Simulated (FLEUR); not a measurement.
# Bi (Im-3m) in FLEUR: a series of runs

Runs on Bi. Level: LDA. Tasks: band structure, equation of state.

All numbers are computed with FLEUR MaX-R8.1 (later development tree); they aren't measurements. Logs are shortened: lines on timing, memory, paths and dates and some standing lists are left out, and cuts for length are marked.

## Step 1: The structure

Symmetry: Im-3m, No. 229, cubic system. The conventional cell has a = 3.963 Å, b = 3.963 Å, c = 3.963 Å, α = 90.00°, β = 90.00°, γ = 90.00°. Around Bi (site symmetry m-3m) lie 8 Bi at 3.43 Å.

This isn't the form of Bi at room conditions, which is rhombohedral.

## Step 2: Band structure, LDA

inp.xml

```xml
<?xml version="1.0" encoding="UTF-8" standalone="no"?>
<fleurInput fleurInputVersion="0.39">
   <comment>
      Bi                                                                                                  
   </comment>
   <calculationSetup>
      <cutoffs Kmax="4.1" Gmax="12.7" GmaxXC="12.7" numbands="0"/>
      <scfLoop itmax="60" minDistance="0.00001" maxIterBroyd="15" imix="Anderson" alpha="0.05" precondParam="0.0" spinf="2.0" sdNocoIR="T"/>
      <coreElectrons ctail="T" frcor="F" kcrel="0" coretail_lmax="0"/>
      <xcFunctional name="vwn" relativisticCorrections="F"/>
      <magnetism jspins="1"/>
      <soc l_soc="F" theta="0.0" phi="0.0" spav="F"/>
      <expertModes spex="0" secvar="F"/>
      <geometryOptimization l_f="F" forcealpha="1.0" forcemix="BFGS" epsdisp="0.00001" epsforce="0.00001"/>
      <ldaU l_linMix="F" mixParam="0.05" spinf="1.0"/>
   </calculationSetup>
   <cell>
      <bzIntegration valenceElectrons="21.0" mode="hist" fermiSmearingEnergy="0.00183747">
         <kPointListSelection listName="default-1"/>
         <!-- k-points included here -->
         <xi:include xmlns:xi="http://www.w3.org/2001/XInclude" href="kpts.xml"> </xi:include>
      </bzIntegration>
      <!-- symmetry operations included here -->
      <xi:include xmlns:xi="http://www.w3.org/2001/XInclude" href="sym.xml"> </xi:include>
      <bulkLattice scale="1.0">
         <bravaisMatrix>
            <row-1>   -3.7443610400225311     3.7443610400225311     3.7443610400225311</row-1>
            <row-2>    3.7443610400225311    -3.7443610400225311     3.7443610400225311</row-2>
            <row-3>    3.7443610400225311     3.7443610400225311    -3.7443610400225311</row-3>
         </bravaisMatrix>
      </bulkLattice>
   </cell>
   <atomSpecies>
      <species name="Bismuth (Bi)" element="Bi" atomicNumber="83">
         <mtSphere radius="2.66" gridPoints="879" logIncrement="0.015"/>
         <atomicCutoffs lmax="11" lnonsphr="8"/>
         <electronConfig flipSpins="F">
            <coreConfig>(1s1/2) (2s1/2) (2p1/2) (2p3/2) (3s1/2) (3p1/2) (3p3/2) (4s1/2) (3d3/2) (3d5/2) (4p1/2) (4p3/2) (5s1/2) (4d3/2) (4d5/2) (4f5/2) (4f7/2)</coreConfig>
            <valenceConfig>(5p1/2) (5p3/2) (6s1/2) (5d3/2) (5d5/2) (6p1/2) (6p3/2)</valenceConfig>
            <stateOccupation state="(6p1/2)" spinUp="0.500000" spinDown="0.500000"/>
            <stateOccupation state="(6p3/2)" spinUp="1.000000" spinDown="1.000000"/>
         </electronConfig>
         <energyParameters s="6" p="6" d="5" f="5"/>
         <lo type="SCLO" l="1" n="5" eDeriv="0"/>
         <lo type="SCLO" l="1" n="5" eDeriv="1"/>
         <lo type="SCLO" l="0" n="6" eDeriv="2"/>
         <lo type="SCLO" l="2" n="5" eDeriv="2"/>
         <lo type="SCLO" l="3" n="5" eDeriv="2"/>
      </species>
   </atomSpecies>
   <atomGroups>
      <atomGroup species="Bismuth (Bi)">
         <relPos label="                   1">.0000000000 .0000000000 .0000000000</relPos>
         <force calculate="T" relaxXYZ="TTT"/>
      </atomGroup>
   </atomGroups>
   <output dos="F" band="F" slice="F">
      <checks vchk="F" cdinf="F"/>
      <bandDOS minEnergy="-.5*Htr" maxEnergy="0.5*Htr" sigma="0.015" storeEVData="T"/>
      <vacuumDOS vacdos="F" integ="F" star="F" nstars="0" locx1="0.0" locy1="0.0" locx2="0.0" locy2="0.0" nstm="0" tworkf="0.0"/>
      <unfoldingBand unfoldBand="F" supercellX="1" supercellY="1" supercellZ="1"/>
      <plotting iplot="0" polar="F">
         <plot TwoD="T" vec1="  1.0  0.0  0.0" vec2="  0.0  1.0  0.0" vec3="  0.0  0.0  1.0" zero="  0.0  0.0  0.0" file="plot"/>
      </plotting>
      <chargeDensitySlicing numkpt="0" minEigenval="0.0" maxEigenval="0.0" nnne="0" pallst="F"/>
      <specialOutput eonly="F"/>
      <moessbauerParams electricFieldGradient="T" isomerShift="T" coreHyperfine="T" valenceHyperfine="T"/>
      <magneticCircularDichroism mcd="F" energyLo="-10.0" energyUp="0.0"/>
   </output>
  <!-- We include the file relax.xml here to enable relaxations (see documentation) -->
  <xi:include xmlns:xi="http://www.w3.org/2001/XInclude" href="relax.xml"> <xi:fallback/> </xi:include>
</fleurInput>
```

crystal.txt

```
Bi
&input cartesian=F /
-1.9814305318  1.9814305318  1.9814305318
1.9814305318  -1.9814305318  1.9814305318
1.9814305318  1.9814305318  -1.9814305318
1.8897261246
1.0 1.0 1.0

1
83 0.0000000000  0.0000000000  0.0000000000

&kpt div1=9 div2=9 div3=9 gamma=T /
```

inp.xml (bands)

```
<?xml version="1.0" encoding="UTF-8" standalone="no"?>
<fleurInput fleurInputVersion="0.39">
   <comment>
      Bi                                                                                                  
   </comment>
   <calculationSetup>
      <cutoffs Kmax="4.1" Gmax="12.7" GmaxXC="12.7" numbands="0"/>
      <scfLoop itmax="60" minDistance="0.00001" maxIterBroyd="15" imix="Anderson" alpha="0.05" precondParam="0.0" spinf="2.0" sdNocoIR="T"/>
      <coreElectrons ctail="T" frcor="F" kcrel="0" coretail_lmax="0"/>
      <xcFunctional name="vwn" relativisticCorrections="F"/>
      <magnetism jspins="1"/>
      <soc l_soc="F" theta="0.0" phi="0.0" spav="F"/>
      <expertModes spex="0" secvar="F"/>
      <geometryOptimization l_f="F" forcealpha="1.0" forcemix="BFGS" epsdisp="0.00001" epsforce="0.00001"/>
      <ldaU l_linMix="F" mixParam="0.05" spinf="1.0"/>
   </calculationSetup>
   <cell>
      <bzIntegration valenceElectrons="21.0" mode="hist" fermiSmearingEnergy="0.00183747">
         <kPointListSelection listName="path-1"/>
         <!-- k-points included here -->
         <xi:include xmlns:xi="http://www.w3.org/2001/XInclude" href="kpts.xml"> </xi:include>
      </bzIntegration>
      <!-- symmetry operations included here -->
      <xi:include xmlns:xi="http://www.w3.org/2001/XInclude" href="sym.xml"> </xi:include>
      <bulkLattice scale="1.0">
         <bravaisMatrix>
            <row-1>   -3.7443610400225311     3.7443610400225311     3.7443610400225311</row-1>
            <row-2>    3.7443610400225311    -3.7443610400225311     3.7443610400225311</row-2>
            <row-3>    3.7443610400225311     3.7443610400225311    -3.7443610400225311</row-3>
         </bravaisMatrix>
      </bulkLattice>
   </cell>
   <atomSpecies>
      <species name="Bismuth (Bi)" element="Bi" atomicNumber="83">
         <mtSphere radius="2.66" gridPoints="879" logIncrement="0.015"/>
         <atomicCutoffs lmax="11" lnonsphr="8"/>
         <electronConfig flipSpins="F">
            <coreConfig>(1s1/2) (2s1/2) (2p1/2) (2p3/2) (3s1/2) (3p1/2) (3p3/2) (4s1/2) (3d3/2) (3d5/2) (4p1/2) (4p3/2) (5s1/2) (4d3/2) (4d5/2) (4f5/2) (4f7/2)</coreConfig>
            <valenceConfig>(5p1/2) (5p3/2) (6s1/2) (5d3/2) (5d5/2) (6p1/2) (6p3/2)</valenceConfig>
            <stateOccupation state="(6p1/2)" spinUp="0.500000" spinDown="0.500000"/>
            <stateOccupation state="(6p3/2)" spinUp="1.000000" spinDown="1.000000"/>
         </electronConfig>
         <energyParameters s="6" p="6" d="5" f="5"/>
         <lo type="SCLO" l="1" n="5" eDeriv="0"/>
         <lo type="SCLO" l="1" n="5" eDeriv="1"/>
         <lo type="SCLO" l="0" n="6" eDeriv="2"/>
         <lo type="SCLO" l="2" n="5" eDeriv="2"/>
         <lo type="SCLO" l="3" n="5" eDeriv="2"/>
      </species>
   </atomSpecies>
   <atomGroups>
      <atomGroup species="Bismuth (Bi)">
         <relPos label="                   1">.0000000000 .0000000000 .0000000000</relPos>
         <force calculate="T" relaxXYZ="TTT"/>
      </atomGroup>
   </atomGroups>
   <output dos="F" band="T" slice="F">
      <checks vchk="F" cdinf="F"/>
      <bandDOS minEnergy="-.5*Htr" maxEnergy="0.5*Htr" sigma="0.015" storeEVData="T"/>
      <vacuumDOS vacdos="F" integ="F" star="F" nstars="0" locx1="0.0" locy1="0.0" locx2="0.0" locy2="0.0" nstm="0" tworkf="0.0"/>
      <unfoldingBand unfoldBand="F" supercellX="1" supercellY="1" supercellZ="1"/>
      <plotting iplot="0" polar="F">
         <plot TwoD="T" vec1="  1.0  0.0  0.0" vec2="  0.0  1.0  0.0" vec3="  0.0  0.0  1.0" zero="  0.0  0.0  0.0" file="plot"/>
      </plotting>
      <chargeDensitySlicing numkpt="0" minEigenval="0.0" maxEigenval="0.0" nnne="0" pallst="F"/>
      <specialOutput eonly="F"/>
      <moessbauerParams electricFieldGradient="T" isomerShift="T" coreHyperfine="T" valenceHyperfine="T"/>
      <magneticCircularDichroism mcd="F" energyLo="-10.0" energyUp="0.0"/>
   </output>
  <!-- We include the file relax.xml here to enable relaxations (see documentation) -->
  <xi:include xmlns:xi="http://www.w3.org/2001/XInclude" href="relax.xml"> <xi:fallback/> </xi:include>
</fleurInput>
```

Potentials or basis: all-electron, FLAPW.

Started as:

```console
$ inpgen -f crystal.txt -profile fastHighL
$ # inp.xml edited to the form shown
$ fleur_MPI
$ fleur_MPI   # second run, on inp.xml (bands)
```

The log of the run:

```text
Welcome to FLEUR        (www.flapw.de)
      MaX-Release 8.1          (www.max-centre.eu)

 ========== k-point set info ==========
 Selected k-point list: default-1
 k-point list type: mesh
 9 x 9 x 9
 Number of k points: 35

 ------------Calculation Setup---------------------------
 Number of MPI-tasks      :            1
 Number of PE/node        :            1
 Number of OMP-threads    :            1
 Most efficient MPI parallelization for:
           1           5           7          35
 Additional eigenvalue parallelization possible
 Number of basis functions:          285
 Approximate size of matrices (H+S) per k-point:         0.001 GB
 --------------------------------------------------------
 Iteration:     1   Distance:      12.28826155 me/bohr^3
 Iteration:     2   Distance:      11.57489727 me/bohr^3
 Iteration:     3   Distance:       3.37787908 me/bohr^3
 Iteration:     4   Distance:       0.23595631 me/bohr^3
 Iteration:     5   Distance:       0.21944115 me/bohr^3
 Iteration:     6   Distance:       0.05214988 me/bohr^3
 Iteration:     7   Distance:       0.00259950 me/bohr^3
 Iteration:     8   Distance:       0.00215052 me/bohr^3
 Iteration:     9   Distance:       0.00018492 me/bohr^3
 Iteration:    10   Distance:       0.00004619 me/bohr^3
 Iteration:    11   Distance:       0.00001828 me/bohr^3
 Iteration:    12   Distance:       0.00000092 me/bohr^3

 ********************************************************************
 Run finished successfully
 Stop message:
   all done
 ********************************************************************
```

output (bands):

```text
Welcome to FLEUR        (www.flapw.de)
      MaX-Release 8.1          (www.max-centre.eu)

 ========== k-point set info ==========
 Selected k-point list: path-1
 k-point list type: path
 Number of k points: 60

 ------------Calculation Setup---------------------------
 Number of MPI-tasks      :            1
 Number of PE/node        :            1
 Number of OMP-threads    :            1
 Most efficient MPI parallelization for:
           1           2           3           4           5           6          10          12          15          20          30          60
 Additional eigenvalue parallelization possible
 Number of basis functions:          291
 Approximate size of matrices (H+S) per k-point:         0.001 GB
 --------------------------------------------------------
 Fermi energy correction for metals:
 Fermi energy in bands.* files may not be consistent with last density.
 Please correct it manually (e.g. in band.gnu file).

 Note: Band structure data (together with different weights) is also stored in the banddos.hdf file.
       A convenient way of extracting and plotting the data from that file is by making use of the

 ********************************************************************
 Run finished successfully
 Stop message:
   Charge density postprocessing done.
 ********************************************************************
```

out.xml (last iteration):

```text
<iteration numberForCurrentRun="   12" overallNumber="   12">
         <energyParameters units="Htr">
            <atomicEP atomType="1" spin="1" branch="6s" branchLowest="-5.34" branchHighest="0.43" value="-0.1121580313"/>
            <atomicEP atomType="1" spin="1" branch="6p" branchLowest="-3.05" branchHighest="1.27" value="0.2144112505"/>
            <atomicEP atomType="1" spin="1" branch="5d" branchLowest="-15.30" branchHighest="-0.49" value="-0.4946484999"/>
            <atomicEP atomType="1" spin="1" branch="5f" branchLowest="-5.15" branchHighest="1.77" value="0.5703903715"/>
            <loAtomicEP atomType="1" spin="1" branch="5p" branchLowest="-24.50" branchHighest="-3.05" value="-3.1296659975"/>
            <loAtomicEP atomType="1" spin="1" branch="5p" branchLowest="-24.50" branchHighest="-3.05" value="-3.1296659975"/>
            <loAtomicEP atomType="1" spin="1" branch="6s" branchLowest="-5.34" branchHighest="0.43" value="-0.1121580313"/>
            <loAtomicEP atomType="1" spin="1" branch="5d" branchLowest="-15.30" branchHighest="-0.49" value="-0.5315863320"/>
            <loAtomicEP atomType="1" spin="1" branch="5f" branchLowest="-5.15" branchHighest="1.77" value="0.5703737070"/>
         </energyParameters>
         <eigenvalues>
            <eigenvaluesAt spin="1" ikpt="1" k_x="0.00000000" k_y="0.00000000" k_z="0.00000000">
                      -3.0558584142       -3.0558584142       -3.0558584142       -0.5393349340       -0.5393349340
                      -0.5393349340       -0.5345013497       -0.5345013497       -0.1958625343        0.4881830071
                       0.4881830071        0.4881830071        0.6396363918        0.6899863000        0.6899863000
                       0.6899863000        0.7368114080
            </eigenvaluesAt>
            <eigenvaluesAt spin="1" ikpt="2" k_x="0.00000000" k_y="0.00000000" k_z="0.11111111">
                      -3.0558656313       -3.0558615453       -3.0558582596       -0.5395086967       -0.5390424915
                      -0.5384339123       -0.5347014366       -0.5345370707       -0.1876556525        0.4154490881
                       0.4651193813        0.4809975632        0.6293984476        0.6576206536        0.6808370980
                       0.6968741070        0.7699365674
            </eigenvaluesAt>
            <eigenvaluesAt spin="1" ikpt="3" k_x="0.00000000" k_y="0.00000000" k_z="0.22222222">
                      -3.0558835864       -3.0558691991       -3.0558575830       -0.5399461291       -0.5384546914
[... 41 lines left out ...]
            <spinDependentCharge spin="1" total="83.0000000" interstitial="2.1973728" mtSpheres="80.8026272"/>
            <totalCharge value="83.0000000031"/>
         </allElectronCharges>
         <moessbauerParams unitsHFF="kG" unitsIS="e/bohr^3" unitsEFG="Htr/bohr^2">
            <coreIsomerShift atomType="1" isTotal="3248567.71439">
               <shell n="1" l="0" isomerShift="2661811.18838"/>
               <shell n="2" l="0" isomerShift="414793.61184"/>
               <shell n="2" l="1" isomerShift="34010.13444"/>
               <shell n="3" l="0" isomerShift="96192.05294"/>
               <shell n="3" l="1" isomerShift="8864.46412"/>
               <shell n="4" l="0" isomerShift="25081.81777"/>
               <shell n="3" l="2" isomerShift="0.00372"/>
               <shell n="4" l="1" isomerShift="2286.91006"/>
               <shell n="5" l="0" isomerShift="5527.53006"/>
               <shell n="4" l="2" isomerShift="0.00105"/>
               <shell n="4" l="3" isomerShift="0.00000"/>
            </coreIsomerShift>
            <isomerShift atomType="1" nucleusRadius="0.0001402" averageDensity="3249255.29208"/>
            <electricFieldGradient atomType="1" VXX="0.00000" VYY="0.00000" VZZ="0.00000" asymParam="0.00000">
            </electricFieldGradient>
         </moessbauerParams>
         <totalEnergy                                    value="   -21569.6415442215" units="Htr">
            <sumOfEigenvalues                            value="   -13362.5220566784">
               <coreElectrons value="-13339.2747707804"/>
               <valenceElectrons value="-23.2472858980"/>
            </sumOfEigenvalues>
            <densityCoulombPotentialIntegral value="-38069.4178706065"/>
            <densityEffectivePotentialIntegral value="-38583.4015804321"/>
            <chargeDenXCDenIntegral value="-387.1111953087"/>
            <FockExchangeEnergyValence value="0.0000000000"/>
            <FockExchangeEnergyCore value="0.0000000000"/>
            <atomTypeDependentContributions atomType="1">
               <electronNucleiInteractionDifferentMTs value="27323.7195640160"/>
               <MadelungTerm value="-44.9813733472"/>
            </atomTypeDependentContributions>
            <tkbTimesEntropy value="0.0001492353"/>
            <freeEnergy value="-21569.6416934569"/>
            <extrapolationTo0K value="-21569.6416188392"/>
         </totalEnergy>
         <densityConvergence units="me/bohr^3">
            <chargeDensity spin="1" distance="0.0000009164"/>
         </densityConvergence>
      </iteration>
```

Run time: 11 s. Hardware: 1 thread of AMD EPYC 9R14 (Zen 4), shared host; peak memory 0.05 GiB.

Results:

```
Free energy                                           : -586939.8513 eV
Band gap along the path                               : none (metal or under the smearing width)
Valence electrons inside the program's atomic spheres : Bi 18.80 (radii Bi 2.66 bohr)
```

Levels at the corners of the path, in eV from the Fermi level:
```tsv
point	band 7	band 8	band 9	band 10	band 11	band 12	band 13	band 14
Γ	-22.78	-22.78	-13.57	5.04	5.04	5.04	9.17	10.54
H	-22.72	-22.72	-8.48	-1.81	-1.81	-1.81	3.64	3.64
N	-22.79	-22.70	-10.56	-5.05	1.54	3.42	6.06	7.68
Γ	-22.78	-22.78	-13.57	5.04	5.04	5.04	9.17	10.54
P	-22.79	-22.79	-10.04	-2.31	-2.31	-2.31	14.99	14.99
H	-22.72	-22.72	-8.48	-1.81	-1.81	-1.81	3.64	3.64
P	-22.79	-22.79	-10.04	-2.31	-2.31	-2.31	14.99	14.99
N	-22.79	-22.70	-10.56	-5.05	1.54	3.42	6.06	7.68
```

Core levels (eV from the Fermi level):
```tsv
atom	levels
1 Bi	1s1/2 -90449.6, 2s1/2 -16235.2, 2p1/2 -15601.1, 2p3/2 -13283.3, 3s1/2 -3915.2, 3p1/2 -3628.4, 3p3/2 -3109.5, 4s1/2 -894.9, 3d3/2 -2638.7, 3d5/2 -2528.7, 4p1/2 -770.2, 4p3/2 -642.1, 5s1/2 -153.4, 4d3/2 -439.2, 4d5/2 -415.3, 4f5/2 -151.7, 4f7/2 -146.2
```

Caveat: spin-orbit coupling is left out, which moves the levels of the heavy elements.

## Step 3: Equation of state, LDA, 29.25 Å³/atom (volume scaled by 0.94)

inp.xml, as its differences from that of step 2:

```diff
@@ -24,3 +24,3 @@
       <xi:include xmlns:xi="http://www.w3.org/2001/XInclude" href="sym.xml"> </xi:include>
-      <bulkLattice scale="1.0">
+      <bulkLattice scale="0.9795861087">
          <bravaisMatrix>
```

Potentials or basis: all-electron, FLAPW.

Started as:

```console
$ inpgen -f crystal.txt -profile fastHighL
$ # inp.xml edited to the form shown
$ fleur_MPI
```

Wall time 8.3 s (1 thread of AMD EPYC 9R14 (Zen 4), shared host); peak memory 0.08 GiB.

Results (log left out):

```
Free energy                                           : -586939.8702 eV
Band gap on the k mesh                                : none (metal or under the smearing width)
Valence electrons inside the program's atomic spheres : Bi 18.85 (radii Bi 2.66 bohr)
```

Caveat: spin-orbit coupling is left out, which moves the levels of the heavy elements.

## Step 4: Equation of state, LDA, 29.87 Å³/atom (volume scaled by 0.96)

inp.xml, as its differences from that of step 3:

```diff
@@ -24,3 +24,3 @@
       <xi:include xmlns:xi="http://www.w3.org/2001/XInclude" href="sym.xml"> </xi:include>
-      <bulkLattice scale="0.9795861087">
+      <bulkLattice scale="0.9864848297">
          <bravaisMatrix>
```

Started as:

```console
$ inpgen -f crystal.txt -profile fastHighL
$ # inp.xml edited to the form shown
$ fleur_MPI
```

Wall time 8.5 s (1 thread of AMD EPYC 9R14 (Zen 4), shared host); peak memory 0.09 GiB.

The run converged. Its results:

| Property | Result |
| --- | --- |
| Free energy | -586939.8685 eV |
| Band gap on the k mesh | none (metal or under the smearing width) |
| Valence electrons inside the program's atomic spheres | Bi 18.83 (radii Bi 2.66 bohr) |

Caveat: spin-orbit coupling is left out, which moves the levels of the heavy elements.

(Continued in part 2 of 2.)
